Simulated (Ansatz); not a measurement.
Cu3Au (Auricupride):

```
Au Cu
1.0
     3.74000    0.00000    0.00000
     0.00000    3.74000    0.00000
     0.00000    0.00000    3.74000
Au Cu
1 3
Cartesian
  0.0000 0.0000 0.0000
  1.8700 1.8700 0.0000
  1.8700 0.0000 1.8700
  0.0000 1.8700 1.8700
```

```yaml
Program: Ansatz 0.2.0
Task: relaxation of cell and atoms
Functional: revPBE
Dispersion: D3(BJ)
Potentials_or_basis: Ansatz PAW
Cutoff: "420 eV (not typed: the program's choice for these potentials)"
k_mesh: 7 × 7 × 7
Occupations: fermi-dirac, width 0.05 eV
Spin: no spin polarisation
```

At the start: volume 13.08 Å³/atom.

Where does the relaxation end?

It ends after 5 steps and the volume is 12.55 Å³/atom (-4.1 %); space group Pm-3m (No. 221, to 0.05 Å).

Step by step:
```tsv
step	energy change (eV)	largest force (eV/Å)	volume (Å³)
1	0.0000	0.0000	52.31
2	-0.0460	0.0000	50.45
3	-0.0470	0.0000	50.16
4	-0.0470	0.0000	50.19
5	-0.0450	0.0000	50.19
```

Final structure:
```
CELL_PARAMETERS angstrom
3.68858 0.00000 0.00000
0.00000 3.68858 0.00000
0.00000 0.00000 3.68858
ATOMIC_POSITIONS crystal
Au 0.00000 0.00000 0.00000
Cu 0.50000 0.50000 0.00000
Cu 0.50000 0.00000 0.50000
Cu 0.00000 0.50000 0.50000
```

Caveat: the plane-wave basis is chosen anew once the cell has moved, so the energies of steps on either side of that aren't comparable; pairwise dispersion overbinds metals, which lowers pressure and volume; the PAW data sets come from PBE, with cores solved anew for the run's functional, which leaves a small shift of forces and pressure.
